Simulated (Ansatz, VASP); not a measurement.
**Two plane-wave programs on Be**

```xyz
2
Lattice="2.2995 0.0000 0.0000 -1.1498 1.9914 0.0000 0.0000 0.0000 3.6009" Properties=species:S:1:pos:R:3 pbc="T T T"
Be    0.0000    1.3276    0.9002
Be    1.1498    0.6638    2.7007
```

Alike in both runs: task single point; functional PBE; k mesh 24 × 24 × 14; occupations gaussian, width 0.15 eV; no spin polarisation.

```csv
,VASP,Ansatz
version,VASP 6.6.1,Ansatz 0.2.0
potentials or method,"VASP PAW PBE potentials, release 64 (Be)","scalar-relativistic, plane waves, PAW"
plane-wave cutoff (eV),520,420
valence electrons in the cell,4,4
```

|  | VASP | Ansatz | Ansatz less VASP |
| --- | --- | --- | --- |
| gap on the k mesh at the Fermi level (eV) | none | none | - |
| pressure (GPa) | -4.6 | -4.7 | -0.13 |
| largest component of the traceless stress (GPa) | 0.57 | 0.54 | -0.026 |

A gap of «none» marks a metal or a gap that the smearing closes.
